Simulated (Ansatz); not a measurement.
## InN: biaxial strain −2.49 %, plane normal [001], relaxed out of plane

The reference is InN in the wurtzite structure (space group P6_3mc, No. 186; a = 3.537 Å, c = 5.714 Å). Axes: x lies along a and z along c of the hexagonal cell.

One thing is altered: biaxial strain −2.49 %, plane normal [001], relaxed out of plane (Cartesian); in-plane vectors clamped, the third vector and the atoms free.

The values are results of PBEsol (Ansatz, a quantum-chemistry and plane-wave program), no spin-orbit coupling, not measurements. k-mesh 11×11×6 (Γ-centred); smearing 0.05 eV (Fermi–Dirac).

- Volume per atom: 15.00 Å³ (base 15.48 Å³)
- Space group: P6_3mc (No. 186) (base P6_3mc (No. 186))
- Shortest interatomic distance: 2.132 Å (base 2.156 Å)
- Pressure (mean of the normal stresses, compression positive): 4.5 GPa (base 0.0 GPa)
- Band gap: zero (base zero)
- Out-of-plane strain: +1.95 % (rough)
- Mean in-plane stress (compression positive): +6.7 GPa (rough)

The mesh was chosen for an insulator and is coarse for the gapless case. Without a gap, meshes like the base's 11×11×6 leave anisotropic stresses uncertain by several tenths of a GPa, and small strain energies with them. No phonon test of stability was made. All final runs are without spin polarisation. A zero or small gap of InN can be the functional's error rather than a property of the material.
